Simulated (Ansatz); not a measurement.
# InP: how the settings move a single-point run

Aim: see which settings change the result for InP, by how much, and at what cost. The cell is built on a prototype (rocksalt) and needn't be the phase found in nature.

Computed with Ansatz 0.2.0 (reference: DFT, r2SCAN, plane waves, PAW, unless a step's input says otherwise).

2 further runs of the same task are left out: 2 that didn't finish.

## Step 1: Starting point

It takes space group Fm-3m (No. 225, cubic). Conventional cell: a = 5.491 Å, b = 5.491 Å, c = 5.491 Å, α = 90.00°, β = 90.00°, γ = 90.00°. Around In (site symmetry m-3m) lie 6 P at 2.75 Å. Around P (site symmetry m-3m) lie 6 In at 2.75 Å.

Structure file:

```xyz
2
Lattice="0.0000 2.7454 2.7454 2.7454 0.0000 2.7454 2.7454 2.7454 0.0000" Properties=species:S:1:pos:R:3 pbc="T T T"
In    0.0000    0.0000    0.0000
P     2.7454    2.7454    2.7454
```

## Step 2: Baseline

input.yaml reads:

```yaml
crystal:
  lattice:
    - [0.0, 2.7453630729, 2.7453630729]
    - [2.7453630729, 0.0, 2.7453630729]
    - [2.7453630729, 2.7453630729, 0.0]
  atoms:
    - { symbol: In, position: [0.0, 0.0, 0.0] }
    - { symbol: P, position: [0.5, 0.5, 0.5] }
kpoints:
  mp_grid: { grid: [6, 6, 6] }
hamiltonian:
  xc: r2scan
scf:
  occupations: { method: fermi_dirac, width: 0.02 }
  n_extra_bands: 4
output:
  forces: true
  stress: true
  eigenvalues: true
```

On the command line:

```
> ansatz run input.yaml --threads 4 --pin off --max-ram 3686MiB --backend cpu --events-out ev --progress --plain --runs-dir out
```

## Step 3: Changing settings: preconditioner none

Edit input.yaml of step 2 so:

```diff
@@ -15,2 +15,3 @@
   n_extra_bands: 4
+  mixing: { preconditioner: none }
 output:
```

## Step 4: The same system, input altered

Edit input.yaml of step 2 so:

```diff
@@ -15,2 +15,3 @@
   n_extra_bands: 4
+  max_iter: 99
 output:
@@ -19 +20,4 @@
   eigenvalues: true
+magnetization:
+  spin_polarized: true
+  initial_magnetization: 6.0
```

## Step 6: Changing settings: occupations.width 0.2

Edit input.yaml of step 2 so:

```diff
@@ -13,3 +13,3 @@
 scf:
-  occupations: { method: fermi_dirac, width: 0.02 }
+  occupations: { method: fermi_dirac, width: 0.2 }
   n_extra_bands: 4
```

## Step 7: A further run, with the input changed

Edit input.yaml of step 2 so:

```diff
@@ -13,3 +13,3 @@
 scf:
-  occupations: { method: fermi_dirac, width: 0.02 }
+  occupations: { method: fixed }
   n_extra_bands: 4
```

## Step 9: Variant: occupations.method gaussian, occupations.width 0.2

Edit input.yaml of step 2 so:

```diff
@@ -13,3 +13,3 @@
 scf:
-  occupations: { method: fermi_dirac, width: 0.02 }
+  occupations: { method: gaussian, width: 0.2 }
   n_extra_bands: 4
```

## Step 10: Variant: ecutwfc 750

Edit input.yaml of step 2 so:

```diff
@@ -19 +19,3 @@
   eigenvalues: true
+basis:
+  ecutwfc: 750
```

(Steps that only read results are left out.)

What does the calculation give? Wanted: for each run, ending; energy change; pressure; gap; abs. moment; force.

**Answer**, as computed:

| run | ending | energy change | pressure (GPa) | gap (eV) | abs. moment (μB) | force (eV/Å) | cycles | time |
| --- | --- | --- | --- | --- | --- | --- | --- | --- |
| reference | converged | 0 | 0.7 | 0.00 | 0.00 | 0.00 | 6 | 0.8 s |
| 1: preconditioner none | converged | 0.0 meV/atom | 0.7 | 0.00 | 0.00 | 0.00 | 6 | 0.79 s |
| 2: spin_polarized true, initial_magnetization 6.0 | converged | -0.7 meV/atom | 0.7 | - | 0.13 | 0.00 | 20 | 2.9 s |
| 3: occupations.width 0.2 | converged | -9.5 meV/atom (σ→0) | 0.7 | 0.00 | 0.00 | 0.00 | 6 | 0.8 s |
| 4: occupations.method fixed, width left out | converged | +99.7 meV/atom (σ→0) | -0.2 | 0.00 | 0.00 | 0.00 | 6 | 0.84 s |
| 5: occupations.method gaussian, occupations.width 0.2 | converged | -2.2 meV/atom (σ→0) | 0.6 | 0.00 | 0.00 | 0.00 | 6 | 0.78 s |
| 6: ecutwfc 750 | converged | -0.7 meV/atom | 0.7 | 0.00 | 0.00 | 0.00 | 6 | 1.2 s |

Residual by cycle in the longest SCF loop of each run; runs are numbered as in the table. The quantity is the density residual dr2, in eV.

```csv
cycle,reference,run 1,run 2,run 3,run 4,run 5,run 6
1,0.0233,0.0233,0.109,0.0188,0.0407,0.0221,0.0222
3,2.0e-4,2.2e-4,0.0623,2.1e-4,2.8e-4,1.9e-4,1.5e-4
4,8.0e-6,2.4e-6,0.0434,1.7e-5,1.0e-5,1.3e-5,6.5e-6
6,1.6e-8,1.9e-8,0.00197,4.8e-9,4.5e-8,2.3e-8,8.9e-8
8,-,-,6.3e-4,-,-,-,-
10,-,-,1.8e-5,-,-,-,-
11,-,-,3.8e-5,-,-,-,-
13,-,-,4.0e-6,-,-,-,-
15,-,-,1.7e-7,-,-,-,-
17,-,-,3.9e-9,-,-,-,-
18,-,-,4.3e-10,-,-,-,-
20,-,-,8.6e-13,-,-,-,-
```

Run 4 forced a fixed filling on bands that overlap, as the log warns, so it is not on the ground state. Semilocal functionals close small gaps, so the missing gap need not be the real solid's. Of the variants the dearest is «spin_polarized true, initial_magnetization 6.0» (2.9 s), the cheapest «occupations.method gaussian, occupations.width 0.2» (0.78 s), on a shared host.
